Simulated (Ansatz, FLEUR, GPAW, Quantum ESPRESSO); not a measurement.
# Ti2C: programs and potentials compared

```
Ti C
1.0
     1.54070    0.88952    4.81377
    -1.54070    0.88952    4.81377
     0.00000   -1.77905    4.81377
Ti C
2 1
Direct
  0.75450 0.75450 0.75450
  0.24550 0.24550 0.24550
  0.50000 0.50000 0.50000
```

The cell comes from a database or a generator and needn't be the stable form of this composition.

Alike in all runs: task single point; functional PBEsol; k mesh 10 × 10 × 10; occupations fermi-dirac, width 0.05 eV; no spin polarisation; no spin-orbit coupling. Pressure is positive in compression and, in plane waves, holds the error of the finite cutoff.

```csv
program and potentials,plane-wave cutoff (eV),notes,pressure (GPa),largest force (eV/Å)
"FLEUR, all-electron, FLAPW",-,-,-,0.186
"GPAW, PAW data sets generated for this functional",800,-,-4.14,0.116
"Quantum ESPRESSO, GBRV 1.5 PBEsol",612,-,-4.66,0.184
"Ansatz, all-electron LAPW, scalar-relativistic",-,-,-4.66,0.187
```

Force on atom 1 (Ti), eV/Å:

```json
{"program and potentials": "FLEUR, all-electron, FLAPW", "x": "0.000", "y": "0.000", "z": "0.186"}
{"program and potentials": "GPAW, PAW data sets generated for this functional", "x": "0.000", "y": "0.000", "z": "0.116"}
{"program and potentials": "Quantum ESPRESSO, GBRV 1.5 PBEsol", "x": "0.000", "y": "0.000", "z": "0.184"}
{"program and potentials": "Ansatz, all-electron LAPW, scalar-relativistic", "x": "0.000", "y": "0.000", "z": "0.187"}
```

The pressure spans -4.66 (Quantum ESPRESSO, GBRV 1.5 PBEsol) to -4.14 GPa (GPAW, PAW data sets generated for this functional), with all-electron results at -4.66.

Differences between rows come from potentials, basis sets and numerical settings, since the functional is the same but for its coding. Runs on potential files found faulty are left out.
